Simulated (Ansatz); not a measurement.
**Hg: relaxation of cell and atoms**

Level of theory: DFT, PBE, PAW with Ansatz's default frozen-core files, scalar-relativistic in Ansatz 0.2.0.

Command: `ansatz run input.yaml --threads 1 --pin off --max-ram 3072MiB --backend cpu --events-out ev --progress --plain --runs-dir out` The run took 84 s on 1 thread of Arm Neoverse V1, on a shared host.

```yaml
crystal:
  lattice:
    - [4.6579744788, 0.0, 0.0]
    - [-2.3289872394, 4.0339242288, 0.0]
    - [0.0, 0.0, 3.9705641482]
  atoms:
    - { symbol: Hg, position: [0.3333333333, 0.6666666667, 0.5] }
    - { symbol: Hg, position: [0.0, 0.0, 0.0] }
    - { symbol: Hg, position: [0.6666666667, 0.3333333333, 0.5] }
kpoints:
  mp_grid: { grid: [8, 8, 9] }
scf:
  occupations: { method: fermi_dirac, width: 0.05 }
hamiltonian:
  xc: pbe
  pseudopotentials: { kind: paw }
output:
  forces: true
  stress: true
  efg: { contact_densities: true }
relax:
  f_tol: 0.005
  max_steps: 80
  cell: {}
```

No spin–orbit coupling, which matters for the heavy atoms here.

The cell comes from COD entry 1538509, which wasn't checked; take it as a given geometry. The listed cell was then made from it by scaling, straining or moving an atom.

The cutoff is 420 eV; energies and pressures of the walk include the program's estimate of the Pulay term.

Each frame lists the cell vectors (Å), then Cartesian positions (Å); symmetry keeps all forces zero. Free energies count from the first step, -41439.7670 eV.

The walk took 14 evaluations in all; steps that aren't listed are left out.

Step 1: E = 0.0 meV, P = 8.01 GPa

```
cell 4.6580 0.0000 0.0000 -2.3290 4.0339 0.0000 0.0000 0.0000 3.9706
Hg    0.0000    2.6893    1.9853
Hg    0.0000    0.0000    0.0000
Hg    2.3290    1.3446    1.9853
```

Step 2: E = -347.9 meV, P = 3.02 GPa

```
cell 4.8883 0.0000 0.0000 -2.4441 4.2334 0.0000 0.0000 0.0000 3.9730
Hg    0.0000    2.8222    1.9865
Hg    0.0000    0.0000    0.0000
Hg    2.4441    1.4111    1.9865
```

Step 3: E = -445.9 meV, P = 1.09 GPa

```
cell 5.0516 0.0000 0.0000 -2.5258 4.3748 0.0000 0.0000 0.0000 3.9455
Hg    0.0000    2.9165    1.9727
Hg    0.0000    0.0000    0.0000
Hg    2.5258    1.4583    1.9727
```

Step 4: E = -500.5 meV, P = 0.45 GPa

```
cell 5.1892 0.0000 0.0000 -2.5946 4.4939 0.0000 0.0000 0.0000 3.7469
Hg    0.0000    2.9960    1.8735
Hg    0.0000    0.0000    0.0000
Hg    2.5946    1.4980    1.8735
```

Step 5: E = -533.1 meV, P = -0.35 GPa

```
cell 5.3218 0.0000 0.0000 -2.6609 4.6088 0.0000 0.0000 0.0000 3.5511
Hg    0.0000    3.0726    1.7755
Hg    0.0000    0.0000    0.0000
Hg    2.6609    1.5363    1.7755
```

Step 6: E = -545.0 meV, P = -0.46 GPa

```
cell 5.3912 0.0000 0.0000 -2.6956 4.6689 0.0000 0.0000 0.0000 3.3581
Hg    0.0000    3.1126    1.6791
Hg    0.0000    0.0000    0.0000
Hg    2.6956    1.5563    1.6791
```

Step 7:

```
cell 5.3018 0.0000 0.0000 -2.6509 4.5915 0.0000 0.0000 0.0000 3.3208
Hg    0.0000    3.0610    1.6604
Hg    0.0000    0.0000    0.0000
Hg    2.6509    1.5305    1.6604
```

Step 8: E = -547.7 meV, P = -0.01 GPa

```
cell 5.3541 0.0000 0.0000 -2.6770 4.6368 0.0000 0.0000 0.0000 3.3515
Hg    0.0000    3.0912    1.6757
Hg    0.0000    0.0000    0.0000
Hg    2.6770    1.5456    1.6757
```

Step 9: E = -580.1 meV, P = 0.84 GPa (the cell of the step before, solved again on a basis chosen afresh, hence the jump)

Step 10: E = -597.3 meV, P = 0.50 GPa

```
cell 5.4441 0.0000 0.0000 -2.7221 4.7148 0.0000 0.0000 0.0000 3.3234
Hg    0.0000    3.1432    1.6617
Hg    0.0000    0.0000    0.0000
Hg    2.7221    1.5716    1.6617
```

Step 11: E = -604.0 meV, P = 0.06 GPa

```
cell 5.6164 0.0000 0.0000 -2.8082 4.8639 0.0000 0.0000 0.0000 3.2150
Hg    0.0000    3.2426    1.6075
Hg    0.0000    0.0000    0.0000
Hg    2.8082    1.6213    1.6075
```

Step 12: E = -605.9 meV, P = -0.13 GPa

```
cell 5.5896 0.0000 0.0000 -2.7948 4.8407 0.0000 0.0000 0.0000 3.3103
Hg    0.0000    3.2271    1.6551
Hg    0.0000    0.0000    0.0000
Hg    2.7948    1.6136    1.6551
```

Q: Give the energy, pressure of step 7.

A: E = -542.8 meV, P = 0.79 GPa, step rejected
```
Hg    0.0000    3.0610    1.6604
Hg    0.0000    0.0000    0.0000
Hg    2.6509    1.5305    1.6604
```

Q: How does the relaxation end?

A: It converges, with a = 5.579 Å, b = 5.579 Å, c = 3.283 Å, α = 90.00°, β = 90.00°, γ = 120.00° (conventional cell, space group P6/mmm). The last solve (on a basis chosen afresh for the final cell, so its energy is not quite comparable) gives E = -608.0 meV, P = -0.03 GPa:
```
cell 5.5795 0.0000 0.0000 -2.7897 4.8320 0.0000 0.0000 0.0000 3.2835
Hg    0.0000    3.2213    1.6417
Hg    0.0000    0.0000    0.0000
Hg    2.7897    1.6107    1.6417
```
